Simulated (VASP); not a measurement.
# CoSi2 (Fm-3m) in VASP: notebook, part 2 of 2

VASP 6.6.1. Earlier steps stand in the parts before.

### 5 Relaxation of cell and atoms, PBE, target pressure 4 GPa, at which the enthalpy is minimised

This run uses another cell than the first one, of 12.56 Å³/atom, 0.979 times its volume.

INCAR reads:

```
PREC     = Accurate       # precision mode
ENCUT    = 600            # plane-wave cutoff, eV
EDIFF    = 1E-6           # SCF threshold, eV
ISMEAR   = 0              # smearing method
SIGMA    = 0.1            # smearing width, eV
LREAL    = False          # projectors in reciprocal space
LASPH    = True           # aspherical terms in the spheres
NELM     = 100            # most SCF steps
ALGO     = Normal         # electronic algorithm
ISIF     = 3              # what is computed and relaxed
LWAVE    = False          # write WAVECAR
LCHARG   = False          # write CHGCAR
GGA      = PE             # functional
IBRION   = 2              # ionic algorithm
NSW      = 70             # ionic steps
EDIFFG   = -0.008         # ionic threshold
PSTRESS  = 40.0
```

KPOINTS reads:

```
regular mesh
0
Gamma
  14 14 14
```

POSCAR reads:

```
CoSi2
1.0
    0.0000000000      2.6607799251      2.6607799251
    2.6607799251      0.0000000000      2.6607799251
    2.6607799251      2.6607799251      0.0000000000
Co Si
1 2
Direct
    0.0000000000      0.0000000000      0.0000000000
    0.2500000000      0.2500000000      0.2500000000
    0.7500000000      0.7500000000      0.7500000000
```

Potentials or basis: VASP PAW PBE potentials, release 64 (Co, Si).

Run with:

```bash
$ cat potpaw_PBE.64/Co/POTCAR potpaw_PBE.64/Si/POTCAR > POTCAR
$ mpirun -np 1 vasp_std > vasp.out
```

OUTCAR:

```text
PREC = Accurate
   ENCUT = 600
   EDIFF = 1E-6
   ISMEAR = 0
   LREAL = False
   LASPH = True
   NELM = 100
   ISIF = 3
   GGA = PE
   IBRION = 2
   NSW = 70
   EDIFFG = -0.008
   PSTRESS = 40.0

 ion  position               nearest neighbor table
   1  0.000  0.000  0.000-   3 2.30   3 2.30   3 2.30   2 2.30   3 2.30   2 2.30   2 2.30   2 2.30

   2  0.250  0.250  0.250-   1 2.30   1 2.30   1 2.30   1 2.30   3 2.66   3 2.66   3 2.66   3 2.66
                             3 2.66   3 2.66
   3  0.750  0.750  0.750-   1 2.30   1 2.30   1 2.30   1 2.30   2 2.66   2 2.66   2 2.66   2 2.66
                             2 2.66   2 2.66

  LATTYP: Found a face centered cubic cell.
 ALAT       =     5.3215598502

  Lattice vectors:

 A1 = (   0.0000000000,   2.6607799251,   2.6607799251)
 A2 = (   2.6607799251,   0.0000000000,   2.6607799251)
 A3 = (   2.6607799251,   2.6607799251,   0.0000000000)

Analysis of symmetry for initial positions (statically):
=====================================================================
 Subroutine PRICEL returns:
 Original cell was already a primitive cell.

 Routine SETGRP: Setting up the symmetry group for a
 face centered cubic supercell.

 Subroutine GETGRP returns: Found 48 space group operations
 (whereof 48 operations were pure point group operations)
 out of a pool of 48 trial point group operations.

The static configuration has the point symmetry O_h .

Analysis of symmetry for dynamics (positions and initial velocities):
=====================================================================
 Subroutine PRICEL returns:
 Original cell was already a primitive cell.

 Routine SETGRP: Setting up the symmetry group for a
 face centered cubic supercell.

 Subroutine GETGRP returns: Found 48 space group operations
 (whereof 48 operations were pure point group operations)
 out of a pool of 48 trial point group operations.

The dynamic configuration has the point symmetry O_h .

 Subroutine INISYM returns: Found 48 space group operations
 (whereof 48 operations are pure point group operations),
 and found     1 'primitive' translations

----------------------------------------------------------------------------------------

                                     Primitive cell

  volume of cell :      37.6753

  direct lattice vectors                    reciprocal lattice vectors
     0.000000000  2.660779925  2.660779925    -0.187914827  0.187914827  0.187914827
     2.660779925  0.000000000  2.660779925     0.187914827 -0.187914827  0.187914827
     2.660779925  2.660779925  0.000000000     0.187914827  0.187914827 -0.187914827

  length of vectors
     3.762911057  3.762911057  3.762911057     0.325478028  0.325478028  0.325478028

  position of ions in fractional coordinates (direct lattice)
     0.000000000  0.000000000  0.000000000
     0.250000000  0.250000000  0.250000000
     0.750000000  0.750000000  0.750000000

  ion indices of the primitive-cell ions
   primitive index   ion index
                 1           1
                 2           2
                 3           3
[... 55 lines left out ...]
   number of dos      NEDOS =    301   number of ions     NIONS =      3
   total plane-waves  NPLWV =  27000
   dimension x,y,z NGX =    30 NGY =   30 NGZ =   30
   dimension x,y,z NGXF=    60 NGYF=   60 NGZF=   60
   ions per type =               1   2
   NGX,Y,Z   is equivalent  to a cutoff of  13.25, 13.25, 13.25 a.u.
   NGXF,Y,Z  is equivalent  to a cutoff of  26.51, 26.51, 26.51 a.u.
 SYSTEM =  unknown system
   PREC   = accura    normal or accurate (medium, high low for compatibility)
   ISTART =      0    job   : 0-new  1-cont  2-samecut
   ICHARG =      2    charge: 1-file 2-atom 10-const
   ISPIN  =      1    spin polarized calculation?
   LNONCOLLINEAR =      F non collinear calculations
   LSORBIT =      F    spin-orbit coupling
   LASPH  =      T    aspherical Exc in radial PAW
   ENCUT  =  600.0 eV  44.10 Ry    6.64 a.u.   7.52  7.52  7.52*2*pi/ulx,y,z
   NELM   =    100;   NELMIN=  2; NELMDL= -5     # of ELM steps
   EDIFF  = 0.1E-05   stopping-criterion for ELM
   LREAL  =      F    real-space projection
   EDIFFG = -.8E-02   stopping-criterion for IOM
   NSW    =     70    number of steps for IOM
   IBRION =      2    ionic relax: 0-MD 1-quasi-New 2-CG
   NFREE  =      1    steps in history (QN), initial steepest desc. (CG)
   ISIF   =      3    stress and relaxation
   ISYM   =      2    0-nonsym 1-usesym 2-fastsym
   POTIM  = 0.5000    time-step for ionic-motion
   TEBEG  =    0.0;   TEEND  =   0.0 temperature during run
   PSTRESS=   40.0 pullay stress
   NELECT =      17.0000    total number of electrons
   NUPDOWN=      -1.0000    fix difference up-down
   EMIN   =  10.00;   EMAX   =-10.00  energy-range for DOS
   EFERMI =   0.00;   METHOD = LEGACY
   ISMEAR =     0;   SIGMA  =   0.10  broadening in eV -4-tet -1-fermi 0-gaus
   EFERMI_NEDOS =   21; number of points for ismear=-14 and -15
   IALGO  =     38    algorithm
   IMIX   =      4    mixing-type and parameters
     AMIX     =   0.40;   BMIX     =  1.00
     AMIX_MAG =   1.60;   BMIX_MAG =  1.00
  volume/ion in A,a.u.               =      12.56        84.75
  Fermi-wavevector in a.u.,A,eV,Ry     =   1.255660  2.372854 21.452074  1.576683
  Thomas-Fermi vector in A             =   2.389406
   LORBIT       =      0    0 simple, 1 ext, 2 COOP (PROOUT), +10 PAW based schemes
   GGA     = PE    functional components
   LHFCALC =     F    Hartree Fock is set to
   AEXX    =    0.0000 exact exchange contribution
   IVDW    =     0    specifies the selected vdW correction
   LEPSILON=     F    determine dielectric tensor
   LRPA    =     F    only Hartree local field effects (RPA)
 conjugate gradient relaxation of ions
 non-spin polarized calculation
 Gauss-broadening in eV      SIGMA  =   0.10
  energy-cutoff  :      600.00
  volume of cell :       37.68
 maximum number of plane-waves:      1283
   NGX = 15   NGY = 15   NGZ = 15

--------------------------------------- Ionic step        1  -------------------------------------------

 number of electron      17.0000002 magnetization

 Free energy of the ion-electron system (eV)
  ---------------------------------------------------
  ext. energy  EPLUGINS =         0.00000000
  ---------------------------------------------------
  free energy    TOTEN  =       -19.28794574 eV

  energy without entropy =      -19.28285856  energy(sigma->0) =      -19.28540215

------------------------ aborting loop because EDIFF is reached ----------------------------------------

  FORCE on cell =-STRESS in cart. coord.  units (eV):
  Direction    XX          YY          ZZ          XY          YZ          ZX
  --------------------------------------------------------------------------------------
  -------------------------------------------------------------------------------------
  Total        0.9113256      0.9113256      0.9113256      0.0000000      0.0000000     -0.0000000
  in kB       38.7549586     38.7549586     38.7549586      0.0000000      0.0000000     -0.0000000
  external PRESSURE =      -1.2450414 kB  Pullay stress =      40.0000000 kB
[... 65 lines left out ...]
--------------------------------------- Ionic step        3  -------------------------------------------

 number of electron      17.0000002 magnetization

 Free energy of the ion-electron system (eV)
  ---------------------------------------------------
  ext. energy  EPLUGINS =         0.00000000
  ---------------------------------------------------
  free energy    TOTEN  =       -19.28723023 eV

  energy without entropy =      -19.28214561  energy(sigma->0) =      -19.28468792

 E-fermi :  10.3791     XC(G=0): -11.8391

 val. band max:       10.3781020028   @ k =   0.4286   0.2143   0.0714
 cond. band min:      10.3913674915   @ k =   0.3571   0.0714   0.0000
 fundamental gap:      0.0132654887
 Fermi energy:        10.3790769532

 k-point     1 :       0.0000    0.0000    0.0000
  band No.  band energies     occupation
      1      -2.9148      2.00000
      2       6.1980      2.00000
      3       6.1980      2.00000
      4       6.1980      2.00000
      5       8.3921      2.00000
      6       8.3921      2.00000
      7      11.3243      0.00000
      8      13.8217      0.00000
      9      13.8217      0.00000
     10      13.8551      0.00000
     11      13.8551      0.00000
     12      13.8551      0.00000
[... 331 lines left out ...]
 k-point    24 :       0.2857    0.1429    0.0000
  band No.  band energies     occupation
      1      -1.7766      2.00000
      2       4.4493      2.00000
      3       6.3404      2.00000
      4       6.4146      2.00000
      5       7.5569      2.00000
      6       8.5762      2.00000
      7       9.4538      2.00000
      8      10.4738      0.18046
      9      11.1295      0.00000
     10      12.3878      0.00000
     11      14.5638      0.00000
     12      15.3367      0.00000

 [... further k-points ...]
[... 5 lines left out ...]
  --------------------------------------------------------------------------------------
  -------------------------------------------------------------------------------------
  Total        0.9520313      0.9520313      0.9520313     -0.0000000     -0.0000000      0.0000000
  in kB       40.5173627     40.5173627     40.5173627     -0.0000000     -0.0000000      0.0000000
  external PRESSURE =       0.5173627 kB  Pullay stress =      40.0000000 kB
[... 22 lines left out ...]
  energy  without entropy=      -19.2821456122  energy(sigma->0) =      -19.28468792

  enthalpy is  TOTEN    =       -18.3473553241 eV   P V=        0.9398749038

 reached required accuracy - stopping structural energy minimisation
```

It took 2.2 min on 1 thread of AMD EPYC 7R13 (Zen 3), shared host; peak memory 0.19 GiB.

What came out:

```
Free energy                                            : -19.2872 eV
Relaxed volume                                         : 12.55 Å³/atom
Relaxed cell                                           : a = 3.762 Å, b = 3.762 Å, c = 3.762 Å, α = 60.00°, β = 60.00°, γ = 60.00°
Space group after relaxing (to 0.05 Å)                 : Fm-3m (No. 225)
Energy change on relaxing (the enthalpy is what falls) : +0.2 meV/atom
Ionic steps                                            : 3
Pressure after relaxing                                : 4.1 GPa
Band gap on the k mesh                                 : none (metal or under the smearing width)
```

Step by step:
| step | energy change (eV) | largest force (eV/Å) | pressure (GPa) | volume (Å³) |
| --- | --- | --- | --- | --- |
| 1 | 0.0000 | 0.0000 | 3.88 | 37.68 |
| 2 | 0.0013 | 0.0000 | 4.15 | 37.62 |
| 3 | 0.0007 | 0.0000 | 4.05 | 37.65 |

Final structure:
```
Co Si
1.0
     0.00000    2.66009    2.66009
     2.66009    0.00000    2.66009
     2.66009    2.66009    0.00000
Co Si
1 2
Direct
  0.00000 0.00000 0.00000
  0.25000 0.25000 0.25000
  0.75000 0.75000 0.75000
```

Levels at points of the mesh, in eV from the Fermi level:
```
           k point  band 6  band 7  band 8  band 9  band 10  band 11  band 12
(0.00, 0.00, 0.00)   -1.99    0.95    3.44    3.44     3.48     3.48     3.48
(0.50, 0.00, 0.00)   -1.69   -1.69   -0.50   -0.50     2.75     3.46     3.46
(0.50, 0.50, 0.00)   -2.02   -2.02   -1.98   -1.39     1.64     2.92     8.56
```

Caveat: the cell is relaxed towards a set pressure, so the enthalpy falls and the energy may rise. Spin polarisation is off, so any magnetic state and its effect on volume and gap are missing.

### 6 Summary

```tsv
task	cell	cutoff (eV)	target pressure	gap on the mesh (eV)	pressure (GPa)
single point	Fm-3m, 12.83 Å³/atom	520	-	none	-0.2
relaxation of cell and atoms	relaxed	600	-	none	0.0
single point	Fm-3m, 12.56 Å³/atom	520	-	none	3.9
relaxation of cell and atoms	relaxed to 4 GPa	600	4 GPa	none	4.1
```

Alike in all rows: level PBE; potentials or basis VASP PAW PBE potentials, release 64 (Co, Si); no spin polarisation; k mesh 14 × 14 × 14; smearing gaussian 0.1 eV.

Caveats: the cell is relaxed towards a set pressure, so the enthalpy falls and the energy may rise (some runs).

Total energies depend on the potentials used, so only differences within one code and one set of settings carry meaning.
